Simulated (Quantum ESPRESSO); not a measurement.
**PtS2: zone-centre phonons and dielectric response under several settings**

```xyz
3
Lattice="3.5432 0.0000 0.0000 -1.7716 3.0685 0.0000 0.0000 0.0000 5.0388" Properties=species:S:1:pos:R:3 pbc="T T T"
Pt    0.0000    0.0000    0.0000
S     1.7716    1.0228    3.8950
S     0.0000    2.0457    1.1438
```

All runs used Quantum ESPRESSO 7.5; potentials GBRV 1.5 PBEsol; given cell; no spin polarisation; cutoff 612 eV; occupations smeared at first, fixed for the response.

```csv
level,k mesh (s: shifted),pressure (GPa),highest optical mode without the field (cm⁻¹),ε∞ (mean),ε0 (mean),Born charge of atom 1 (e),sum of the Born charges (e)
PBEsol,4 × 4 × 2s,5.8,346,26.29,28.0,2.73,-0.20
PBEsol,6 × 6 × 4s,?,?,?,?,?,?
PBEsol,8 × 8 × 4s,6.0,347,15.76,16.7,1.65,0.02
```

Problem. What stands in the row left open?

Solution. Pressure 6.1 GPa; highest optical mode without the field 346 cm⁻¹; ε∞ 16.19; ε0 17.2; Born charge of atom 1 1.73 e; sum of the Born charges -0.05 e.

Caveats: some runs use coarse meshes; the atoms weren't relaxed first, which shifts the frequencies; the cell is more than 3 GPa from zero pressure, which shifts response properties.

For the row left open. Caveat: the atoms weren't relaxed first, which shifts the frequencies; the mesh is thin for the dielectric tensor, Born charges and intensities, which usually come out too large; the cell is more than 3 GPa from zero pressure, which shifts response properties; the Born charges break their sum rule by 0.05 e, a sign of too thin a mesh.
